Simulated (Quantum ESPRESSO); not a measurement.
Here is a Quantum ESPRESSO 7.5 calculation.

The input pw.in:

```
&CONTROL
  calculation = 'scf'
  prefix = 'pwscf'
  outdir = './tmp'
  pseudo_dir = './pseudo'
  tprnfor = .true.
  disk_io = 'low'
/
&SYSTEM
  ibrav = 0
  celldm(1) = 8
  nat = 6
  ntyp = 2
  ecutwfc = 84
  nbnd = 33
  occupations = 'smearing'
  smearing = 'mv'
  degauss = 0.00734986
  vdw_corr = 'grimme-d3'
  dftd3_version = 4
  assume_isolated = 'esm'
  esm_bc = 'bc1'
/
&ELECTRONS
  conv_thr = 6d-09
  electron_maxstep = 150
  mixing_beta = 0.3
  mixing_mode = 'local-TF'
/
ATOMIC_SPECIES
S     32.0600 S.upf
Ti    47.8670 Ti.upf
CELL_PARAMETERS alat
  0.8059683274100  -0.0000000000000   0.0000000000000
 -0.4029841637050   0.6979890461831   0.0000000000000
  0.0000000000000   0.0000000000000   5.5611096611253
ATOMIC_POSITIONS crystal
S      0.6666666667    0.3333333334   -0.1814272061
Ti     0.0000000000    0.0000000000   -0.1209514707
S      0.3333333333    0.6666666666   -0.0604757354
S      0.6666666667    0.3333333334    0.0604757354
Ti     0.0000000000    0.0000000000    0.1209514707
S      0.3333333333    0.6666666666    0.1814272061
K_POINTS automatic
9 9 1 0 0 0
```

pp_density.in

```
&INPUTPP
  prefix = 'pwscf'
  outdir = './tmp'
  filplot = 'density.dat'
  plot_num = 0
/
&PLOT
  nfile = 1
  filepp(1) = 'density.dat'
  iflag = 3
  output_format = 6
  fileout = 'density.cube'
/
```

The input pp_potential.in:

```
&INPUTPP
  prefix = 'pwscf'
  outdir = './tmp'
  filplot = 'potential.dat'
  plot_num = 11
/
&PLOT
  nfile = 1
  filepp(1) = 'potential.dat'
  iflag = 3
  output_format = 6
  fileout = 'potential.cube'
/
```

pp_elf.in

```
&INPUTPP
  prefix = 'pwscf'
  outdir = './tmp'
  filplot = 'elf.dat'
  plot_num = 8
/
&PLOT
  nfile = 1
  filepp(1) = 'elf.dat'
  iflag = 3
  output_format = 6
  fileout = 'elf.cube'
/
```

Potentials or basis: PseudoDojo 0.4.1 SR PBEsol standard.

Run with:

```sh
$ OMP_NUM_THREADS=1 mpirun -n 2 pw.x -nk 2 -in pw.in > pw.out
$ OMP_NUM_THREADS=1 mpirun -n 1 pp.x -in pp_density.in > pp_density.out
$ OMP_NUM_THREADS=1 mpirun -n 1 pp.x -in pp_potential.in > pp_potential.out
$ OMP_NUM_THREADS=1 mpirun -n 1 pp.x -in pp_elf.in > pp_elf.out
```

(1) Estimate the work function of the upper face.

(2) What does it give for the work function of the lower face?

(3) Predict the band gap on the k mesh.

Results:

(1) 5.83 eV.

(2) 5.83 eV.

(3) none (metal or under the smearing width).
